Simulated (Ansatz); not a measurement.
# CrI3: the cost of one run

Method: DFT PBE+U+D3(BJ), scalar-relativistic, plane waves, PAW, in Ansatz 0.2.0.

## (1) The system as given

Symmetry: R-3, No. 148, trigonal system. The conventional cell has a = 6.867 Å, b = 6.867 Å, c = 19.807 Å, α = 90.00°, β = 90.00°, γ = 120.00°. Around Cr (site symmetry 3) lie 6 I at 2.73 Å. I (site symmetry 1) has 2 Cr at 2.73 Å as nearest neighbours.

Coordinates:

```
Cr I
1.0
     3.43350    1.98233    6.60233
    -3.43350    1.98233    6.60233
     0.00000   -3.96466    6.60233
Cr I
2 6
Direct
  0.33333 0.33333 0.33333
  0.66667 0.66667 0.66667
  0.72900 0.42900 0.07900
  0.07900 0.72900 0.42900
  0.42900 0.07900 0.72900
  0.27100 0.57100 0.92100
  0.92100 0.27100 0.57100
  0.57100 0.92100 0.27100
```

## (2) Relaxing cell and atoms: CrI3, total moment held at 6 μB

Contents of input.yaml:

```yaml
crystal:
  lattice:
    - [3.4335, 1.9823321493, 6.6023333333]
    - [-3.4335, 1.9823321493, 6.6023333333]
    - [0.0, -3.9646642985, 6.6023333333]
  atoms:
    - { symbol: Cr, position: [0.3333333333, 0.3333333333, 0.3333333333], spin: 3.0 }
    - { symbol: Cr, position: [0.6666666667, 0.6666666667, 0.6666666667], spin: 3.0 }
    - { symbol: I, position: [0.729, 0.429, 0.079] }
    - { symbol: I, position: [0.079, 0.729, 0.429] }
    - { symbol: I, position: [0.429, 0.079, 0.729] }
    - { symbol: I, position: [0.271, 0.571, 0.921] }
    - { symbol: I, position: [0.921, 0.271, 0.571] }
    - { symbol: I, position: [0.571, 0.921, 0.271] }
magnetization:
  spin_polarized: true
  initial_magnetization: 6
  spin_locking: { lock_magnetization: hard }
scf:
  occupations: { method: fixed }
output:
  forces: true
  stress: true
  populations: true
  write_density: true
  write_potential: true
  elf: true
  volumetric_format: npy
hamiltonian:
  dispersion: d3bj
  hubbard: { sites: [{ species: Cr, l: d, u_eff: 2.0 }] }
  xc: pbe
relax:
  f_tol: 0.004
  cell: { stress_tol: 0.03 }
kpoints:
  mp_grid: { grid: [5, 5, 5] }
```

Run with:

```bash
ansatz run input.yaml --threads 4 --pin off --max-ram 10240MiB --backend cpu --events-out ev --progress --plain --runs-dir out
```

Q: Estimate wall time and peak memory on 4 threads of Intel Xeon 6975P-C (Granite Rapids), shared host.

About 89 s, with a peak of 1.5 GiB.
